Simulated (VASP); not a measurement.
KI, 2 atoms in the cell. It takes space group R-3m (No. 166, trigonal). The conventional cell has a = 4.783 Å, b = 4.783 Å, c = 12.886 Å, α = 90.00°, β = 90.00°, γ = 120.00°. K (site symmetry -3m) has 6 I at 3.50 Å as nearest neighbours. Around I (site symmetry -3m) lie 6 K at 3.50 Å. The cell was built by a generator and needn't be a form met in nature. The cell isn't the ideal one: epitaxial_111 strain -4.6%.

```yaml
Program: VASP 6.6.1
Task: single point
Functional: PBE
Potentials_or_basis: VASP PAW PBE potentials, release 64 (K_sv, I)
Cutoff: 520 eV
k_mesh: 6 × 6 × 6
Occupations: fermi-dirac, width 0.02 eV
Spin: no spin polarisation
Dipole_correction: no
Further_INCAR_settings: ALGO = Normal; EDIFF = 1e-06; NBANDS = 15
```

Potentials or basis: VASP PAW PBE potentials, release 64 (K_sv, I).

Command:

```bash
$ cat potpaw_PBE.64/K_sv/POTCAR potpaw_PBE.64/I/POTCAR > POTCAR
$ mpirun -np 1 vasp_std > vasp.out
```

Hardware: 1 thread of Intel(R) Xeon(R) Platinum 8259CL CPU @ 2.50GHz (Skylake/Cascade Lake), with other jobs on the host.

Problem. How long does it take, and how much memory?

Solution. Run time: 35 s on 1 thread of Intel(R) Xeon(R) Platinum 8259CL CPU @ 2.50GHz (Skylake/Cascade Lake) (shared host), peak memory 0.25 GiB. Counts: scf iterations 12, k points 32.
